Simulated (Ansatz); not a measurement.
## TaC: enthalpy against pressure

TaC, Fm-3m, a = 4.440 Å. Ansatz: PBEsol, PAW, 420 eV, Γ-centred 16×16×16 mesh on 2 atoms, Gaussian smearing 0.10 eV; no spin polarisation. Cell and atoms are relaxed at each pressure, and no other structure is tried, so the rows at high pressure may lie past a change of phase. y is the enthalpy over the state at zero pressure; there V0 = 10.940 Å³/atom. The pressures are the targets, met within 0.06 GPa.

```tsv
P (GPa)	y (eV/atom)
-3.0	-0.2057
0.0	0.0000
3.0	0.2039
8.0	?
15.0	1.0033
30.0	1.9700
60.0	3.8203
```

Q: Fit y = c1 P + c2 P² + c3 P³ to the other rows, say what c1 and c2 mean, and predict the missing value.

A: Least squares on the rows shown. y = 0.068259 P − 9.6392×10⁻⁵ P² + 3.3225×10⁻⁷ P³. Since dH/dP = V, c1 is V0: 0.068259 eV/GPa × 160.2 = 10.935 Å³ against 10.940; c2 = −V0/(2B0) gives B0 = 354 GPa, where a Birch–Murnaghan fit to the volumes of the same runs (not shown) gives 345 GPa. At P = 8.0 the fit asked for gives 0.5401 eV/atom. The run gave 0.5401 eV/atom, the same to the digits shown.

The mesh isn't the same in all rows (16×16×16, 18×18×18). Spin–orbit coupling is left out, which can shift energies with elements as heavy as these.